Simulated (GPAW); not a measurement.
Crystal: CaF2 (Fluorite).

```
Ca F
1.0
     0.00000    2.73100    2.73100
     2.73100    0.00000    2.73100
     2.73100    2.73100    0.00000
Ca F
1 2
Cartesian
  0.0000 0.0000 0.0000
  4.0965 4.0965 4.0965
  1.3655 1.3655 1.3655
```

Base run:

* Program: GPAW 26.7.0
* Functional: PBEsol
* Potentials or basis: PAW data sets generated in the run's folder for this functional
* Cutoff: 800 eV
* Basis: pw
* k mesh: 8 × 8 × 8
* Occupations: fermi-dirac, width 0.05 eV
* Spin: no spin polarisation

Its results: band gap on the k mesh 7.09 eV, indirect (least direct gap 7.35 eV).

The run is repeated on the same cell with these changes: functional from PBEsol to TB-mBJ; potentials or basis from PAW data sets generated in the run's folder for this functional to GPAW PAW data sets for LDA (gpaw-data 1.2.1). What comes out?

Band gap on the k mesh 10.11 eV, direct.

Caveats: a model potential gives levels but no total energy (some runs).

A k mesh can miss the band edges.
